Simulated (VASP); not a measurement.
# NaCl in VASP: a series of runs

The runs below take NaCl through single point, with PBEsol.

Program: VASP 6.6.1. These are calculated values, not measurements. Logs are shortened: lines on timing, memory, paths and dates and some standing lists are left out, and cuts for length are marked.

### Step 1. The cell of the first run

The cell holds a slab with vacuum, 6 atoms: a = 3.960 Å, b = 3.960 Å, c = 25.084 Å, α = 90.00°, β = 90.00°, γ = 120.00°.

### Step 2. Single point, PBEsol (clean slab, lower half held)

INCAR

```
PREC = Accurate ; ENCUT = 520
EDIFF = 1E-7 ; ISMEAR = 0
SIGMA = 0.05 ; LREAL = F
LASPH = T ; NELM = 100
ALGO = Fast ; ISIF = 2
LWAVE = F ; LCHARG = F
LDIPOL = T ; IDIPOL = 3
DIPOL = 0.5 0.5 0.498 ; GGA = PS
NBANDS = 30
```

KPOINTS

```
regular mesh
0
Gamma
  9 9 1
```

POSCAR

```
NaCl
1.0
    3.9601792175      0.0000000000      0.0000000000
   -1.9800896088      3.4296158059      0.0000000000
    0.0000000000      0.0000000000     25.0836819774
Cl Na
3 3
Direct
    0.3333333333      0.6666666667      0.3388657219
    0.0000000000      0.0000000000      0.4677731444
    0.6666666667      0.3333333333      0.6005548874
    0.6666666667      0.3333333333      0.4033194331
    0.3333333333      0.6666666667      0.5212859318
    0.0000000000      0.0000000000      0.6537523503
```

Potentials or basis: VASP PAW PBE potentials, release 64 (Cl, Na_pv).

Command:

```
$ cat potpaw_PBE.64/Cl/POTCAR potpaw_PBE.64/Na_pv/POTCAR > POTCAR
$ mpirun -np 1 vasp_std > vasp.out
```

OUTCAR:

```text
PREC = Accurate
   ENCUT = 520
   EDIFF = 1E-7
   ISMEAR = 0
   LREAL = F
   LASPH = T
   NELM = 100
   ISIF = 2
   GGA = PS

 ion  position               nearest neighbor table
   1  0.333  0.667  0.339-
   2  0.000  0.000  0.468-   5 2.65   5 2.65   5 2.65
   3  0.667  0.333  0.601-   6 2.65   6 2.65   6 2.65
   4  0.667  0.333  0.403-
   5  0.333  0.667  0.521-   2 2.65   2 2.65   2 2.65
   6  0.000  0.000  0.654-   3 2.65   3 2.65   3 2.65

  LATTYP: Found a hexagonal cell.
 ALAT       =     3.9601792175
 C/A-ratio  =     6.3339764692

  Lattice vectors:

 A1 = (   3.9601792175,   0.0000000000,   0.0000000000)
 A2 = (  -1.9800896088,   3.4296158059,   0.0000000000)
 A3 = (   0.0000000000,   0.0000000000,  25.0836819774)

Analysis of symmetry for initial positions (statically):
=====================================================================
 Subroutine PRICEL returns:
 Original cell was already a primitive cell.

 Routine SETGRP: Setting up the symmetry group for a
 hexagonal supercell.

 Subroutine GETGRP returns: Found  6 space group operations
 (whereof  6 operations were pure point group operations)
 out of a pool of 24 trial point group operations.

The static configuration has the point symmetry C_3v.

Analysis of symmetry for dynamics (positions and initial velocities):
=====================================================================
 Subroutine PRICEL returns:
 Original cell was already a primitive cell.

 Routine SETGRP: Setting up the symmetry group for a
 hexagonal supercell.

 Subroutine GETGRP returns: Found  6 space group operations
 (whereof  6 operations were pure point group operations)
 out of a pool of 24 trial point group operations.

The dynamic configuration has the point symmetry C_3v.

 Subroutine INISYM returns: Found  6 space group operations
 (whereof  6 operations are pure point group operations),
 and found     1 'primitive' translations

----------------------------------------------------------------------------------------

                                     Primitive cell

  volume of cell :     340.6839

  direct lattice vectors                    reciprocal lattice vectors
     3.960179217  0.000000000  0.000000000     0.252513825  0.145788925  0.000000000
    -1.980089609  3.429615806  0.000000000     0.000000000  0.291577849  0.000000000
[... 88 lines left out ...]
   POTIM  = 0.5000    time-step for ionic-motion
   TEBEG  =    0.0;   TEEND  =   0.0 temperature during run
   PSTRESS=    0.0 pullay stress
   NELECT =      42.0000    total number of electrons
   NUPDOWN=      -1.0000    fix difference up-down
   EMIN   =  10.00;   EMAX   =-10.00  energy-range for DOS
   EFERMI =   0.00;   METHOD = LEGACY
   ISMEAR =     0;   SIGMA  =   0.05  broadening in eV -4-tet -1-fermi 0-gaus
   EFERMI_NEDOS =   21; number of points for ismear=-14 and -15
   IALGO  =     68    algorithm
   IMIX   =      4    mixing-type and parameters
     AMIX     =   0.40;   BMIX     =  1.00
     AMIX_MAG =   1.60;   BMIX_MAG =  1.00
  volume/ion in A,a.u.               =      56.78       383.17
  Fermi-wavevector in a.u.,A,eV,Ry     =   0.814781  1.539712  9.032467  0.663868
  Thomas-Fermi vector in A             =   1.924750
   LORBIT       =      0    0 simple, 1 ext, 2 COOP (PROOUT), +10 PAW based schemes
   GGA     = PS    functional components
   LHFCALC =     F    Hartree Fock is set to
   AEXX    =    0.0000 exact exchange contribution
   IVDW    =     0    specifies the selected vdW correction
   LEPSILON=     F    determine dielectric tensor
   LRPA    =     F    only Hartree local field effects (RPA)
 non-spin polarized calculation
 RMM-DIIS sequential band-by-band and
 Gauss-broadening in eV      SIGMA  =   0.05
  energy-cutoff  :      520.00
  volume of cell :      340.68
 maximum number of plane-waves:      9267
 NGX is ok and might be reduce to    30

 number of electron      42.0000039 magnetization

 dipolmoment           0.000000      0.000000     -0.420588 electrons x Angstroem

 Free energy of the ion-electron system (eV)
  ---------------------------------------------------
  ext. energy  EPLUGINS =         0.00000000
  ---------------------------------------------------
  free energy    TOTEN  =       -18.39447740 eV

  energy without entropy =      -18.38935596  energy(sigma->0) =      -18.39191668

 E-fermi :  -2.7051     XC(G=0):  -3.9391

 val. band max:       -2.7106166863   @ k =   0.1111   0.1111   0.0000
 cond. band min:      -2.6319560199   @ k =   0.1111   0.0000   0.0000
 fundamental gap:      0.0786606664
 Fermi energy:        -2.7051461367

 k-point     1 :       0.0000    0.0000    0.0000
  band No.  band energies     occupation
      1     -28.0352      2.00000
      2     -28.0158      2.00000
      3     -28.0158      2.00000
      4     -26.6538      2.00000
      5     -26.6257      2.00000
      6     -26.6257      2.00000
[... 385 lines left out ...]
     29       4.7951      0.00000
     30       6.0376      0.00000

------------------------ aborting loop because EDIFF is reached ----------------------------------------

 vacuum level on the upper side and lower side of the slab       (xc-potential included)        -2.852         2.668

  FORCE on cell =-STRESS in cart. coord.  units (eV):
  Direction    XX          YY          ZZ          XY          YZ          ZX
  --------------------------------------------------------------------------------------
  -------------------------------------------------------------------------------------
  Total        0.5261488      0.5261488     -0.2614654     -0.0000000      0.0000000     -0.0000000
  in kB        2.4743866      2.4743866     -1.2296263     -0.0000000      0.0000000     -0.0000000
  external PRESSURE =       1.2397156 kB  Pullay stress =       0.0000000 kB

 VOLUME and BASIS-vectors are now :
 -----------------------------------------------------------------------------
  energy-cutoff  :      520.00
  volume of cell :      340.68
      direct lattice vectors                 reciprocal lattice vectors
     3.960179217  0.000000000  0.000000000     0.252513825  0.145788925  0.000000000
    -1.980089609  3.429615806  0.000000000     0.000000000  0.291577849  0.000000000
     0.000000000  0.000000000 25.083681977     0.000000000  0.000000000  0.039866556

 POSITION                                       TOTAL-FORCE (eV/Angst)
 -----------------------------------------------------------------------------------
     -0.00000      2.28641      8.50000         0.000000      0.000000      0.621971
      0.00000      0.00000     11.73347         0.000000     -0.000000      0.441953
      1.98009      1.14321     15.06413         0.000000     -0.000000     -0.012421
      1.98009      1.14321     10.11674        -0.000000     -0.000000     -1.069142
     -0.00000      2.28641     13.07577        -0.000000     -0.000000      0.011151
      0.00000      0.00000     16.39852         0.000000     -0.000000      0.006488
 -----------------------------------------------------------------------------------
    total drift:                                0.000001     -0.000001     -0.000572

  FREE ENERGIE OF THE ION-ELECTRON SYSTEM (eV)
  ---------------------------------------------------
  free  energy   TOTEN  =       -18.3944774037 eV

  energy  without entropy=      -18.3893559632  energy(sigma->0) =      -18.39191668

 vacuum level on the upper side and lower side of the slab         0.150         5.807
```

OSZICAR:

```text
N       E                     dE             d eps       ncg     rms          rms(c)
DAV:   1     0.353764567523E+03    0.35376E+03   -0.18991E+04   840   0.116E+03
DAV:   2     0.284758785553E+02   -0.32529E+03   -0.31302E+03   894   0.285E+02
DAV:   3    -0.191710665269E+02   -0.47647E+02   -0.47357E+02   852   0.113E+02
[... 20 lines left out ...]
RMM:  24    -0.183944715496E+02   -0.91077E-05   -0.10588E-06   983   0.380E-03    0.431E-03
RMM:  25    -0.183944764154E+02   -0.48658E-05   -0.48482E-07   773   0.264E-03    0.235E-03
RMM:  26    -0.183944771794E+02   -0.76398E-06   -0.13593E-07   701   0.158E-03    0.589E-04
RMM:  27    -0.183944773692E+02   -0.18980E-06   -0.40261E-08   674   0.102E-03    0.110E-03
RMM:  28    -0.183944774037E+02   -0.34513E-07   -0.27315E-08   607   0.971E-04
   1 F= -.18394477E+02 E0= -.18391917E+02  d E =-.512144E-02
```

stdout:

```text
POSCAR found type information on POSCAR ClNa
 POSCAR found :  2 types and       6 ions
 scaLAPACK will be used
 -----------------------------------------------------------------------------
|                                                                             |
|                                                                             |
|     You enforced a specific xc type in the INCAR file but a different       |
|     I HOPE YOU KNOW WHAT YOU ARE DOING!                                     |
|                                                                             |
 -----------------------------------------------------------------------------

 LDA part: xc-table for (Slater+PW92), standard interpolation
 POSCAR, INCAR and KPOINTS ok, starting setup
 FFT: planning ... GRIDC
 FFT: planning ... GRID_SOFT
 FFT: planning ... GRID
 WAVECAR not read
 entering main loop
```

Run time: 3.4 min. Hardware: 1 thread of Intel Xeon Platinum 8488C (Sapphire Rapids), shared host; peak memory 0.46 GiB.

Results:

```
Free energy            : -18.3945 eV
Largest force          : 1.069 eV/Å
Band gap on the k mesh : none (metal or under the smearing width)
```

Forces in eV/Å, atoms in the order of the input:
```
Cl   0.000  0.000  0.622
Cl   0.000  0.000  0.442
Cl   0.000  0.000 -0.012
Na   0.000  0.000 -1.069
Na   0.000  0.000  0.011
Na   0.000  0.000  0.006
```

Caveat: the PAW data sets were made with another functional, which shifts forces and pressure a little.

### Step 3. Single point, PBEsol (all atoms moved at random, cell strained at random)

INCAR

```
PREC     = Accurate       # precision mode
ENCUT    = 520            # plane-wave cutoff, eV
EDIFF    = 1E-6           # SCF threshold, eV
ISMEAR   = 0              # smearing method
SIGMA    = 0.02           # smearing width, eV
LREAL    = F              # projectors in reciprocal space
LASPH    = T              # aspherical terms in the spheres
NELM     = 100            # most SCF steps
ALGO     = Fast           # electronic algorithm
ISIF     = 2              # what is computed and relaxed
LWAVE    = F              # write WAVECAR
LCHARG   = F              # write CHGCAR
GGA      = PS             # functional
NBANDS   = 14             # bands
```

KPOINTS

```
regular mesh
0
Gamma
  8 8 8
```

POSCAR

```
NaCl
1.0
   -0.0109022375      2.7805236425      2.7760494775
    2.7497142025      0.0128844625      2.7522627775
    2.7580678650      2.7650906050      0.0045308000
Na Cl
1 1
Direct
    0.0228480622      0.0297978282     -0.0285618434
    0.4771519378      0.4702021718      0.5285618434
```

Potentials or basis: VASP PAW PBE potentials, release 64 (Na_pv, Cl).

Command:

```
$ cat potpaw_PBE.64/Na_pv/POTCAR potpaw_PBE.64/Cl/POTCAR > POTCAR
$ mpirun -np 1 vasp_std > vasp.out
```

It took 84 s on 1 thread of AMD EPYC 9R45 (Zen 5), shared host; peak memory 0.22 GiB.

Results (log left out):

| Item | Value |
| --- | --- |
| Free energy | -6.9013 eV |
| Pressure | 2.5 GPa |
| Largest force | 0.712 eV/Å |
| Band gap on the k mesh | 5.16 eV, direct |

Forces on the atoms (eV/Å):
```
Na  -0.005  0.036 -0.712
Cl   0.005 -0.036  0.712
```

Stress tensor (GPa, compression positive):
```
0.99 0.01 0.04
0.01 0.90 0.03
0.04 0.03 5.56
```

Levels at points of the mesh, in eV from the valence-band top:
```
           k point  band 5  band 6  band 7  band 8  band 9  band 10
(0.00, 0.00, 0.00)   -0.06   -0.02    0.00    5.16   10.99    11.10
(0.50, 0.00, 0.00)   -2.18   -0.30   -0.28    7.20   10.60    11.02
(0.00, 0.50, 0.00)   -2.16   -0.35   -0.32    7.17   10.65    10.97
(0.50, 0.50, 0.00)   -1.87   -0.68   -0.67    7.55    7.83    11.55
(0.00, 0.00, 0.50)   -2.17   -0.34   -0.30    7.18   10.65    10.97
(0.50, 0.00, 0.50)   -1.88   -0.71   -0.67    7.56    7.87    11.56
(0.00, 0.50, 0.50)   -1.88   -0.73   -0.66    7.56    7.87    11.59
(0.50, 0.50, 0.50)   -2.17   -0.33   -0.29    7.18   10.62    10.98
```

Caveat: the PAW data sets were made with another functional, which shifts forces and pressure a little.

[end of part 1 of 2]
